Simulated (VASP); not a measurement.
A run of VASP 6.6.1:

The input INCAR:

```
PREC = Accurate ; ENCUT = 600
EDIFF = 1E-6 ; ISMEAR = 1
SIGMA = 0.1 ; LREAL = F
LASPH = T ; NELM = 80
ALGO = Normal ; ISIF = 3
LWAVE = F ; LCHARG = F
GGA = PS ; IBRION = 2
NSW = 90 ; EDIFFG = -0.01
```

Contents of KPOINTS:

```
Automatic mesh
0
Gamma
  15 15 7
```

POSCAR

```
Hf
1.0
    3.1967000000      0.0000000000      0.0000000000
   -1.5983500000      2.7684234083      0.0000000000
    0.0000000000      0.0000000000      5.0578000000
Hf
2
Direct
    0.3333333333      0.6666666667      0.2500000000
    0.6666666667      0.3333333333      0.7500000000
```

Potentials or basis: VASP PAW PBE potentials, release 64 (Hf_pv).

The run is started by

```sh
$ cat potpaw_PBE.64/Hf_pv/POTCAR > POTCAR
$ mpirun -np 1 vasp_std > vasp.out
```

Hardware: 1 thread of Intel(R) Xeon(R) Platinum 8488C (Sapphire Rapids), with other jobs on the host.

Q: How long does it take, and how much memory?

A: It took 89 s on 1 thread of Intel(R) Xeon(R) Platinum 8488C (Sapphire Rapids) (shared host), peak memory 0.23 GiB. Counts: scf iterations 28, k points 108, ion steps 3.
